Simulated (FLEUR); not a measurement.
# Au (Cmcm) in FLEUR: a series of runs, part 2 of 2

FLEUR MaX-R8.1 (later development tree).

### 5 Equation of state, r2SCAN, 17.65 Å³/atom

File inp.xml:

```xml
<?xml version="1.0" encoding="UTF-8" standalone="no"?>
<fleurInput fleurInputVersion="0.39">
   <comment>
      Au                                                                                                  
   </comment>
   <calculationSetup>
      <cutoffs Kmax="4.1" Gmax="12.7" GmaxXC="12.7" numbands="0"/>
      <scfLoop itmax="80" minDistance="0.0001" maxIterBroyd="30" imix="Anderson" alpha="0.05" precondParam="0.0" spinf="2.0" sdNocoIR="T"/>
      <coreElectrons ctail="F" frcor="F" kcrel="0" coretail_lmax="0"/>
      <xcFunctional name="LibXC" relativisticCorrections="F">
         <LibXCName exchange="mgga_x_r2scan" correlation="mgga_c_r2scan"/>
         <AuxGGA exchange="117" correlation="130"/>
      </xcFunctional>
      <magnetism jspins="1"/>
      <soc l_soc="F" theta="0.0" phi="0.0" spav="F"/>
      <expertModes spex="0" secvar="F"/>
      <geometryOptimization l_f="F" forcealpha="1.0" forcemix="BFGS" epsdisp="0.00001" epsforce="0.00001"/>
      <ldaU l_linMix="F" mixParam="0.05" spinf="1.0"/>
   </calculationSetup>
   <cell>
      <bzIntegration valenceElectrons="38.0" mode="hist" fermiSmearingEnergy="0.00183747">
         <kPointListSelection listName="default-1"/>
         <!-- k-points included here -->
         <xi:include xmlns:xi="http://www.w3.org/2001/XInclude" href="kpts.xml"> </xi:include>
      </bzIntegration>
      <!-- symmetry operations included here -->
      <xi:include xmlns:xi="http://www.w3.org/2001/XInclude" href="sym.xml"> </xi:include>
      <bulkLattice scale="1.0000000000">
         <bravaisMatrix>
            <row-1>    2.6669893107688116    -4.8300134100704044     0.0000000000000000</row-1>
            <row-2>    2.6669893107688116     4.8300134100704044     0.0000000000000000</row-2>
            <row-3>    0.0000000000000000     0.0000000000000000     9.2467504441157935</row-3>
         </bravaisMatrix>
      </bulkLattice>
   </cell>
   <atomSpecies>
      <species name="Gold (Au)" element="Au" atomicNumber="79">
         <mtSphere radius="2.4" gridPoints="817" logIncrement="0.016"/>
         <atomicCutoffs lmax="10" lnonsphr="10"/>
         <electronConfig flipSpins="F">
            <coreConfig>(1s1/2) (2s1/2) (2p1/2) (2p3/2) (3s1/2) (3p1/2) (3p3/2) (4s1/2) (3d3/2) (3d5/2) (4p1/2) (4p3/2) (4d3/2) (4d5/2) (4f5/2) (4f7/2)</coreConfig>
            <valenceConfig>(5s1/2) (5p1/2) (5p3/2) (6s1/2) (5d3/2) (5d5/2)</valenceConfig>
            <stateOccupation state="(6s1/2)" spinUp="0.500000" spinDown="0.500000"/>
         </electronConfig>
         <energyParameters s="6" p="6" d="5" f="5"/>
         <lo type="SCLO" l="0" n="5" eDeriv="0"/>
         <lo type="SCLO" l="1" n="5" eDeriv="0"/>
         <lo type="SCLO" l="1" n="5" eDeriv="1"/>
         <lo type="SCLO" l="2" n="5" eDeriv="2"/>
         <lo type="SCLO" l="3" n="5" eDeriv="2"/>
      </species>
   </atomSpecies>
   <atomGroups>
      <atomGroup species="Gold (Au)">
         <relPos label="                   1">.3346720300 -.3346720300 1.000/4.000</relPos>
         <relPos label="                   2">-.3346720300 .3346720300 -1.000/4.000</relPos>
         <force calculate="T" relaxXYZ="TTT"/>
      </atomGroup>
   </atomGroups>
   <output dos="F" band="F" slice="F">
      <checks vchk="F" cdinf="F"/>
      <bandDOS minEnergy="-.5*Htr" maxEnergy="0.5*Htr" sigma="0.015" storeEVData="T"/>
      <vacuumDOS vacdos="F" integ="F" star="F" nstars="0" locx1="0.0" locy1="0.0" locx2="0.0" locy2="0.0" nstm="0" tworkf="0.0"/>
      <unfoldingBand unfoldBand="F" supercellX="1" supercellY="1" supercellZ="1"/>
      <plotting iplot="0" polar="F">
         <plot TwoD="T" vec1="  1.0  0.0  0.0" vec2="  0.0  1.0  0.0" vec3="  0.0  0.0  1.0" zero="  0.0  0.0  0.0" file="plot"/>
      </plotting>
      <chargeDensitySlicing numkpt="0" minEigenval="0.0" maxEigenval="0.0" nnne="0" pallst="F"/>
      <specialOutput eonly="F"/>
      <moessbauerParams electricFieldGradient="T" isomerShift="T" coreHyperfine="T" valenceHyperfine="T"/>
      <magneticCircularDichroism mcd="F" energyLo="-10.0" energyUp="0.0"/>
   </output>
  <!-- We include the file relax.xml here to enable relaxations (see documentation) -->
  <xi:include xmlns:xi="http://www.w3.org/2001/XInclude" href="relax.xml"> <xi:fallback/> </xi:include>
</fleurInput>
```

Started as:

```bash
$ inpgen -f crystal.txt -profile fastHighL
$ # inp.xml edited to the form shown
$ fleur_MPI
```

Wall time 2.2 min (1 thread of Arm Neoverse V1, shared host); peak memory 0.11 GiB.

The run converged. Its results:

```
Free energy                                           : -1036544.2678 eV
Band gap on the k mesh                                : none (metal or under the smearing width)
Valence electrons inside the program's atomic spheres : Au 17.13 (radii Au 2.4 bohr)
```

Caveat: the meta-GGA is that of a development version, with a GGA for the radial functions and cores and without core tails.

### 6 Equation of state, r2SCAN, 18.36 Å³/atom (volume scaled by 1.04)

Changes to inp.xml since step 5:

```diff
@@ -27,3 +27,3 @@
       <xi:include xmlns:xi="http://www.w3.org/2001/XInclude" href="sym.xml"> </xi:include>
-      <bulkLattice scale="1.0000000000">
+      <bulkLattice scale="1.0131594038">
          <bravaisMatrix>
```

Potentials or basis: all-electron, FLAPW.

Started as:

```bash
$ inpgen -f crystal.txt -profile fastHighL
$ # inp.xml edited to the form shown
$ fleur_MPI
```

It took 2.4 min on 1 thread of Arm Neoverse V1, shared host; peak memory 0.11 GiB.

The run converged. Its results:

```yaml
Free_energy: -1036544.2408 eV
Band_gap_on_the_k_mesh: none (metal or under the smearing width)
Valence_electrons_inside_the_program's_atomic_spheres: Au 17.10 (radii Au 2.4 bohr)
```

Caveat: the meta-GGA is that of a development version, with a GGA for the radial functions and cores and without core tails.

### 7 Equation of state, r2SCAN, 18.71 Å³/atom (volume scaled by 1.06)

Changes to inp.xml since step 6:

```diff
@@ -27,3 +27,3 @@
       <xi:include xmlns:xi="http://www.w3.org/2001/XInclude" href="sym.xml"> </xi:include>
-      <bulkLattice scale="1.0131594038">
+      <bulkLattice scale="1.0196128224">
          <bravaisMatrix>
```

Started as:

```bash
$ inpgen -f crystal.txt -profile fastHighL
$ # inp.xml edited to the form shown
$ fleur_MPI
```

Wall time 2.5 min (1 thread of Arm Neoverse V1, shared host); peak memory 0.11 GiB.

The run converged. Its results:

```
Free energy                                           : -1036544.2115 eV
Band gap on the k mesh                                : none (metal or under the smearing width)
Valence electrons inside the program's atomic spheres : Au 17.09 (radii Au 2.4 bohr)
```

Caveat: the meta-GGA is that of a development version, with a GGA for the radial functions and cores and without core tails.

### 8 Equation of state, r2SCAN

No new run: the results of the series are fitted here.

Results:

| Property | Result |
| --- | --- |
| Equilibrium volume | 17.62 Å³/atom |
| Bulk modulus at fixed shape and positions | 152 GPa |

Energy against volume, from the lowest point:
```tsv
volume (Å³/atom)	energy (meV/atom)
16.592	32.40
16.945	13.35
17.651	0.00
18.357	13.47
18.710	28.13
```

Caveat: the meta-GGA is that of a development version, with a GGA for the radial functions and cores and without core tails; the cell was scaled at fixed shape and fractional positions, which overstates the stiffness of a crystal with free parameters, most of all of layers and chains.
